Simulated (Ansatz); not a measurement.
Space group Pn-3m:1 (No. 224). a = 4.331 Å, b = 4.331 Å, c = 4.331 Å, α = 90.00°, β = 90.00°, γ = 90.00°
```json
{"atom": "Cu", "site": "4b", "symmetry": ".-3m", "x": "0.2500", "y": "0.2500", "z": "0.2500"}
{"atom": "O", "site": "2a", "symmetry": "-43m", "x": "0.0000", "y": "0.0000", "z": "0.0000"}
```

Equation of state of this Cu₂O structure (not necessarily the ground state), with shape and atoms relaxed at each volume where symmetry leaves them free. Theory: DFT PBE+U, scalar-relativistic, plane waves, PAW (Ansatz).

Plane waves to 420 eV, a k mesh through Γ of 6×6×6 on the computed 6-atom cell and Gaussian smearing (0.02 eV); U_eff Cu 4.00 eV on the d shells (Löwdin-orthogonalised atomic orbitals); no spin polarisation.

```tsv
V (Å³/atom)	E − E(largest V) (meV/atom)	P (GPa)	gap on mesh (eV)
11.918	43.64	17.65	0.99
12.325	6.20	12.02	0.90
12.731	-18.09	7.30	0.82
13.137	-31.39	3.34	0.75
13.543	-35.52	0.01	0.68
13.950	-31.89	-2.78	0.62
14.356	-21.77	-5.13	0.56
14.898	0.00	-7.68	0.49
```

Q: Fit a third-order Birch–Murnaghan equation to E(V).

A: V0 = 13.54 Å³/atom, B0 = 101 GPa, B0' = 4.8.

Cost: 8 runs of about 2.3 core-minutes in all, on Intel Xeon Platinum 8375C (Ice Lake) (shared hosts).